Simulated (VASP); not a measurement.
Input of a VASP 6.6.1 run:

The input INCAR:

```
PREC = Accurate
ENCUT = 520
EDIFF = 1E-7
ISMEAR = -1
SIGMA = 0.05
LREAL = F
LASPH = T
NELM = 60
ALGO = Normal
ISIF = 2
LWAVE = F
LCHARG = F
LDIPOL = T
IDIPOL = 3
DIPOL = 0.5 0.5 0.294
GGA = PE
EFIELD = 0
LVHAR = T
LVACPOTAV = T
```

The input KPOINTS:

```
Automatic mesh
0
Gamma
  10 10 1
```

The input POSCAR:

```
Au
1.0
    2.6622700000      0.0000000000      0.0000000000
    0.0000000000      2.6617000000      0.0000000000
    0.0000000000      0.0000000000     23.8000000000
Au
1
Direct
    0.0000000000      0.5000000000      0.2941200000
```

Potentials or basis: VASP PAW PBE potentials, release 64 (Au).

Command:

```sh
$ cat potpaw_PBE.64/Au/POTCAR > POTCAR
$ mpirun -np 1 vasp_std > vasp.out
```

Task: Predict the work function of the upper face.

Result: 5.75 eV.

Task: Estimate the work function of the lower face.

Result: 5.75 eV.

Task: Predict the band gap on the k mesh.

Result: None (metal or under the smearing width).

Spin-orbit coupling is left out, which matters for the levels of Au.
